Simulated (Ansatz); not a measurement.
# PbO2 (Fm-3m) in Ansatz: equation of state

How stiff is PbO2 in PBEsol, and what volume does it want? The cell is scaled to several volumes.

Program: Ansatz 0.2.0. These are calculated values, not measurements. Logs are shortened: lines on timing, memory, paths and dates and some standing lists are left out, and cuts for length are marked.

### Step 1. Starting point

It takes space group Fm-3m (No. 225, cubic). Conventional cell: a = 5.404 Å, b = 5.404 Å, c = 5.404 Å, α = 90.00°, β = 90.00°, γ = 90.00°. Around Pb (site symmetry m-3m) lie 8 O at 2.34 Å. Around O (site symmetry -43m) lie 4 Pb at 2.34 Å.

The cell comes from a database or a generator and needn't be the stable form of this composition.

### Step 2. Equation of state, PBEsol

Potentials or basis: all-electron LAPW, scalar-relativistic.

No new run: the results of the series are fitted here.

Results:

```
Equilibrium volume                      : 12.63 Å³/atom
Bulk modulus                            : 155 GPa
Pressure derivative of the bulk modulus : 5.0
```

Energy against volume, from the lowest point:
```tsv
volume (Å³/atom)	energy (meV/atom)
12.362	2.78
12.625	0.00
12.888	2.50
13.151	9.68
13.414	20.99
13.677	35.93
13.940	54.06
```

The run has no spin-orbit coupling, so splittings on Pb are missing.
